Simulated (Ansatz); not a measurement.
# Pressure against volume: H

```cif
data_structure
_symmetry_space_group_name_H-M 'P 1'
_symmetry_Int_Tables_number 1
_cell_length_a 1.9323
_cell_length_b 1.9323
_cell_length_c 1.9047
_cell_angle_alpha 90.000
_cell_angle_beta 90.000
_cell_angle_gamma 120.000
_cell_volume 6.16
loop_
_atom_site_label
_atom_site_type_symbol
_atom_site_fract_x
_atom_site_fract_y
_atom_site_fract_z
_atom_site_occupancy
H1 H 0.33333 0.66667 0.25000 1
H2 H 0.66667 0.33333 0.75000 1
```

The runs use the primitive cell with vectors (1.932, 0.000, 0.000), (-0.966, 1.673, 0.000), (0.000, 0.000, 1.905) Å, to which the k mesh refers.

Conventional cell: a = 1.932 Å, b = 1.932 Å, c = 1.905 Å, α = 90.00°, β = 90.00°, γ = 120.00°. H (atom 1) is surrounded by 6 H at 1.47 Å.

The cell was built from the hcp type and relaxed in the same program, and has space group P6_3/mmc; it needn't be a known or the stable phase.

Methods: DFT, PBE, all-electron LAPW, scalar-relativistic (Ansatz 0.2.0); DFT, PBE, PAW with Ansatz's default frozen-core files, scalar-relativistic (Ansatz 0.2.0).

For LAPW: a Γ-centred 17×17×9 k mesh, Fermi–Dirac smearing of 0.05 eV, basis error target 0.5 meV/atom, no spin polarisation; the mesh is coarse along some axis. PAW takes a cutoff of 420 eV at this cell. The Ansatz runs share mesh, smearing and spin set-up. Plane-wave (PAW) pressures include the program's estimate of the Pulay term.

The cell above is scaled evenly, with fractional coordinates and shape held.

```csv
V/V(cell),V (Å³/atom),"P, LAPW (GPa)","P, PAW (GPa)","free energy over the lowest listed, PAW (meV/atom)"
0.9405,2.896,6.90,6.84,3.7
0.9800,3.018,2.11,2.10,0.4
1.0000,3.079,-0.02,0.01,0.0
1.0200,3.141,-1.98,-1.93,0.4
1.0600,3.264,?,?,?
```

(1) Fill in the row V/V(cell) = 1.0600.

(2) What do Birch–Murnaghan fits to the pressures give?

Results:

(1) P, LAPW (GPa) = -5.43, P, PAW (GPa) = -5.37, free energy over the lowest listed, PAW (meV/atom) = 3.2.

(2) LAPW: V0 = 3.08 Å³/atom, B0 = 102 GPa, B0′ = 3.2; PAW: V0 = 3.08 Å³/atom, B0 = 101 GPa, B0′ = 3.2.
